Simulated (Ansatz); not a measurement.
Al3Ni2: equation of state with PBEsol

Al3Ni2:

```
Ni Al
1.0
     3.99420    0.00000    0.00000
    -1.99710    3.45907    0.00000
     0.00000    0.00000    4.88086
Ni Al
2 3
Direct
  0.66667 0.33333 0.85343
  0.33333 0.66667 0.14657
  0.66667 0.33333 0.35192
  0.33333 0.66667 0.64808
  0.00000 0.00000 0.00000
```

The cell comes from a database or a generator and needn't be the stable form of this composition.

```yaml
Program: Ansatz 0.2.0
Task: equation of state
Functional: PBEsol
Potentials_or_basis: Ansatz PAW
Cutoff: 420 eV
Density_cutoff: 1680 eV
k_mesh: 8 × 8 × 6
Occupations: fermi-dirac, width 0.05 eV
Spin: collinear spin, ferromagnetic start
Starting_moments: "[1.0, 1.0, 0.0, 0.0, 0.0] μB"
```

| Property | Result |
| --- | --- |
| Equilibrium volume | 13.48 Å³/atom |
| Bulk modulus at fixed shape and positions | 144 GPa |
| Pressure derivative of the bulk modulus | 4.3 |

Energy against volume, from the lowest point:
```tsv
volume (Å³/atom)	energy (meV/atom)
12.678	24.07
12.948	10.26
13.217	2.44
13.487	0.00
13.757	2.41
14.026	9.18
14.296	19.87
```

All runs of the series together: 71 s on 2 threads of Arm Neoverse V1 (shared host).

Caveat: the cell was scaled at fixed shape and fractional positions, which overstates the stiffness of a crystal with free parameters, most of all of layers and chains.
